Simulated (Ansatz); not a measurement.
Tuning gaps by epitaxial strain

Plane-wave DFT in Ansatz, r2SCAN, scalar-relativistic PAW potentials, cutoff 500 eV, no spin-orbit coupling; no spin polarisation. Equal strain along a and b of the conventional cell, c and the atoms relaxed; gaps sought over the whole zone. A star marks a structure that wasn't matched here to a measured phase, so it may never have been made and needn't be stable; unstarred phases aren't always the most stable ones.

| crystal | strain: gap (eV) |
| --- | --- |
| AlN (P6_3mc) | -4.5 %: 5.313; -3.0 %: 5.296; -1.5 %: 5.201; +0.0 %: 4.880; +1.5 %: 4.560; +3.0 %: 4.248; +4.5 %: 3.950 |
| SnO₂ (P4_2/mnm) | -4.5 %: 2.251; -3.0 %: 2.089; -1.5 %: 1.927; +0.0 %: 1.769; +1.5 %: 1.623; +3.0 %: 1.496; +4.5 %: 1.394 |
| AlGa₃N₄ (P-43m)* | -3.0 %: 2.926; -1.5 %: 2.873; +0.0 %: 2.817; +1.5 %: 2.630; +3.0 %: 2.457 |
| TiO₂ (I4_1/amd) | -3.0 %: 2.882; -2.0 %: 2.756; -1.0 %: 2.637; +0.0 %: 2.529; +1.0 %: 2.432; +2.0 %: 2.350; +3.0 %: 2.279 |

Q: What are the slopes on either side of zero strain, and why can they differ?

A: AlN (P6_3mc) -214 and -213; SnO₂ (P4_2/mnm) -105 and -97; AlGa₃N₄ (P-43m)* -37 and -125; TiO₂ (I4_1/amd) -108 and -97 meV per % (over the first step on the compressive side, then on the tensile side; a positive slope means the gap grows as the plane is stretched). The slope drops from the first side to the second in AlGa₃N₄ (P-43m)*. The gap is the smallest distance between any valence top and conduction valley, so its slope drops where another pair takes over. In AlGa₃N₄ (P-43m)* the shear part of the strain lowers the cubic symmetry and splits a degenerate band edge or a set of equal valleys, and whichever member moves into the gap sets it on each side of zero. Relaxations kept the strained cell's symmetry, so distortions at large strain weren't sought, and coherent films seldom hold more than 2 to 3 %. Splitting by shear is how strain cuts scattering and transport mass in Si and Ge channels; masses under strain weren't computed. The slope of one pair of band edges is as a rule more reliable than the Kohn–Sham gap, while the strain at which pairs cross shifts with the functional.

Cost: about 51 core-minutes for the runs cited, on Arm Neoverse V1, Intel Xeon Processor @ 2.50GHz (Skylake/Cascade Lake), AMD EPYC 7R43 (Zen 3) (shared hosts).